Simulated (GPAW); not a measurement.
A calculation with GPAW 26.7.0 of InPd (native input, structure from a POSCAR):

File run.py:

```python
from ase.io import read
from gpaw import PW
from gpaw.dft import DFT

atoms = read('POSCAR')

dft = DFT(atoms,
          mode=PW(600),
          xc='PBE',
          kpts={'size': (8, 8, 8), 'gamma': True},
          occupations={'name': 'fermi-dirac', 'width': 0.05},
          nbands=26,
          convergence={'density': 1e-05, 'energy': 1e-05},
          maxiter=150,
          txt='gpaw.txt')
print(f'Energy: {dft.calculate_energy():.6f} eV')
print('Forces (eV/A):')
print(dft.calculate_forces().round(4))
print('Stress (eV/A^3):', dft.calculate_stress().round(6))
dft.write_gpw_file('gs.gpw')
```

POSCAR

```
InPd
1.0
    3.2718847800      0.0000000000      0.0000000000
    0.0000000000      3.2718847800      0.0000000000
    0.0000000000      0.0000000000      3.2718847800
In Pd
1 1
Direct
    0.0000000000      0.0000000000      0.0000000000
    0.5000000000      0.5000000000      0.5000000000
```

Potentials or basis: GPAW PAW data sets (gpaw-data 1.2.1), pw.

Command:

```console
$ OMP_NUM_THREADS=1 python run.py
```

The cell comes from a database or a generator and needn't be the stable form of this composition.

Problem. Write the same calculation in another form: ASE script, structure typed inline.

Solution. As run:

run.py

```python
from ase import Atoms
from ase.dft.bandgap import bandgap
from ase.io import write
from ase.units import GPa
from gpaw import GPAW, PW

atoms = Atoms(['In', 'Pd'],
              cell=[[3.27188478, 0.0, 0.0],
                    [0.0, 3.27188478, 0.0],
                    [0.0, 0.0, 3.27188478]],
              scaled_positions=[[0.0, 0.0, 0.0],
                                [0.5, 0.5, 0.5]],
              pbc=True)

calc = GPAW(mode=PW(600),
            xc='PBE',
            kpts={'size': (8, 8, 8), 'gamma': True},
            occupations={'name': 'fermi-dirac', 'width': 0.05},
            nbands=26,
            convergence={'density': 1e-05, 'energy': 1e-05},
            maxiter=150,
            txt='gpaw.txt')
atoms.calc = calc
energy = atoms.get_potential_energy()
forces = atoms.get_forces()
stress = atoms.get_stress()
calc.write('gs.gpw')
write('result.traj', atoms)
print(f'Energy: {energy:.6f} eV')
print('Forces (eV/A):')
print(forces.round(4))
print('Stress (GPa):', (stress / GPa).round(3))
print('Fermi level:', round(calc.get_fermi_level(), 4), 'eV')
print(f'Gap: {bandgap(calc)[0]:.4f} eV, direct: {bandgap(calc, direct=True)[0]:.4f} eV')
```

Potentials or basis: GPAW PAW data sets (gpaw-data 1.2.1), pw.

Run with:

```console
$ OMP_NUM_THREADS=1 python run.py
```

Both were run:

|  | native input, structure from a POSCAR | ASE script, structure typed inline |
| --- | --- | --- |
| Pressure | 3.3 GPa | 3.3 GPa |
| Band gap on the k mesh | none (metal or under the smearing width) | none (metal or under the smearing width) |

Keys that steer only the numerical path or the files written may differ.
